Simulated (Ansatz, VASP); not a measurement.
**Two plane-wave programs on Sb**

File INCAR:

```
SYSTEM = Sb
PREC = Accurate ; ENCUT = 520
EDIFF = 1E-6 ; ISMEAR = 0
SIGMA = 0.15 ; LREAL = .FALSE.
LASPH = .TRUE. ; NELM = 100
ALGO = Normal ; ISIF = 2
LWAVE = .FALSE. ; LCHARG = .FALSE.
GGA = PE ; IVDW = 12
NBANDS = 8
```

KPOINTS

```
regular mesh
0
G
  18 18 18
  0 0 0
```

The input POSCAR:

```
Sb
1.0
   -1.8713408863      2.1520420192      1.8713408863
    1.8713408863     -2.1520420192      1.8713408863
    1.8713408863      2.1520420192     -1.8713408863
Sb
1
Direct
    0.0000000000      0.0000000000      0.0000000000
```

Input for Ansatz:

```yaml
crystal:
  lattice:
    - [-1.8713408863, 2.1520420192, 1.8713408863]
    - [1.8713408863, -2.1520420192, 1.8713408863]
    - [1.8713408863, 2.1520420192, -1.8713408863]
  atoms:
    - { symbol: Sb, position: [0.0, 0.0, 0.0] }
basis:
  ecutwfc: 420
kpoints:
  mp_grid: { grid: [18, 18, 18] }
hamiltonian:
  xc: pbe
  dispersion: d3bj
scf:
  occupations: { method: gaussian, width: 0.15 }
output:
  forces: true
  stress: true
  eigenvalues: true
```

Change from the starting cell: strain +0.1500 x Voigt [0, 1, 0, 0, 0, 0], atoms carried along.

Alike in both runs: task single point; functional PBE; dispersion D3(BJ); k mesh 18 × 18 × 18; occupations gaussian, width 0.15 eV; no spin polarisation.

```csv
,VASP,Ansatz
version,VASP 6.6.1,Ansatz 0.2.0
potentials or method,"VASP PAW PBE potentials, release 64 (Sb)","scalar-relativistic, plane waves, PAW"
plane-wave cutoff (eV),520,420
valence electrons in the cell,5,15
```

```tsv
	VASP	Ansatz	Ansatz less VASP
gap on the k mesh at the Fermi level (eV)	none	none	-
pressure (GPa)	-7.1	-7.0	+0.12
largest component of the traceless stress (GPa)	1.76	1.76	+0.001
```

A gap of «none» marks a metal or a gap that the smearing closes. The two sets of potentials don't hold the same shells in valence.

Caveats: pairwise dispersion overbinds metals, which lowers pressure and volume. Spin-orbit coupling is left out, which matters for the levels of Sb.
